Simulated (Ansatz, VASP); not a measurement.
InP: VASP beside Ansatz

```xyz
2
Lattice="0.0000 2.9470 2.9470 2.9470 0.0000 2.9470 2.9470 2.9470 0.0000" Properties=species:S:1:pos:R:3 pbc="T T T"
In    0.0000    0.0000    0.0000
P     4.4205    4.4205    4.4205
```

Alike in both runs: functional PBE; dispersion D3(BJ); k mesh 10 × 10 × 10; occupations gaussian, width 0.02 eV; no spin polarisation.

Ansatz relaxed the structure, and its values are those at the end. VASP's run is a single point on that final structure, the one shown.

|  | VASP | Ansatz |
| --- | --- | --- |
| version | VASP 6.6.1 | Ansatz 0.2.0 |
| potentials or method | VASP PAW PBE potentials, release 64 (In_d, P) | scalar-relativistic, plane waves, PAW |
| plane-wave cutoff (eV) | 520 | 420 |
| valence electrons in the cell | 18 | 18 |

```csv
,VASP,Ansatz,Ansatz less VASP
gap on the k mesh at the Fermi level (eV),0.62,0.62,+0.002
least direct gap on the mesh (eV),0.62,0.62,+0.002
pressure (GPa),-0.1,0.0,+0.06
```

Caveats: spin-orbit coupling is left out, which moves the levels of the heavy elements.
